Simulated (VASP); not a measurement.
Set up this calculation in VASP 6.6.1, as the native input.

```yaml
Task: single point
Functional: BLYP
Potentials_or_basis: VASP PAW PBE potentials, release 64 (Rb_sv)
Cutoff: 520 eV
k_mesh: 7 × 7 × 7
Occupations: gaussian, width 0.025 eV
Spin: no spin polarisation
Dipole_correction: no
Further_INCAR_settings: ALGO = Fast; EDIFF = 1e-07; NBANDS = 10
```

The structure of Rb lies in POSCAR:

```
Rb
1.0
   -2.9545118615      2.9545118615      2.7308451955
    2.9545118615     -2.9545118615      2.7308451955
    2.9545118615      2.9545118615     -2.7308451955
Rb
1
Direct
    0.0000000000      0.0000000000      0.0000000000
```

This isn't the form of Rb at room conditions, which is bcc.

The input as run:

INCAR

```
SYSTEM = Rb
AGGAC    = 1.0          
AGGAX    = 1.0          
ALDAC    = 0.0          
ALDAX    = 1.0          
ALGO     = Fast           ! electronic algorithm
EDIFF    = 1E-7           ! SCF threshold, eV
ENCUT    = 520            ! plane-wave cutoff, eV
GGA      = B5             ! functional
ISIF     = 2              ! what is computed and relaxed
ISMEAR   = 0              ! smearing method
LASPH    = .TRUE.         ! aspherical terms in the spheres
LCHARG   = .FALSE.        ! write CHGCAR
LREAL    = .FALSE.        ! projectors in reciprocal space
LWAVE    = .FALSE.        ! write WAVECAR
NBANDS   = 10             ! bands
NELM     = 80             ! most SCF steps
PREC     = Accurate       ! precision mode
SIGMA    = 0.025          ! smearing width, eV
```

KPOINTS

```
k-points
0
G
  7 7 7
  0 0 0
```

Potentials or basis: VASP PAW PBE potentials, release 64 (Rb_sv).

Command:

```bash
$ cat potpaw_PBE.64/Rb_sv/POTCAR > POTCAR
$ mpirun -np 1 vasp_std > vasp.out
```

It gave:

- Pressure: 0.0 GPa
- Band gap on the k mesh: none (metal or under the smearing width)

Caveat: the PAW data sets were made with another functional, which shifts forces and pressure a little.

Wall time 60 s on 1 thread of Intel(R) Xeon(R) Platinum 8488C (Sapphire Rapids) (shared host), peak memory 0.23 GiB.
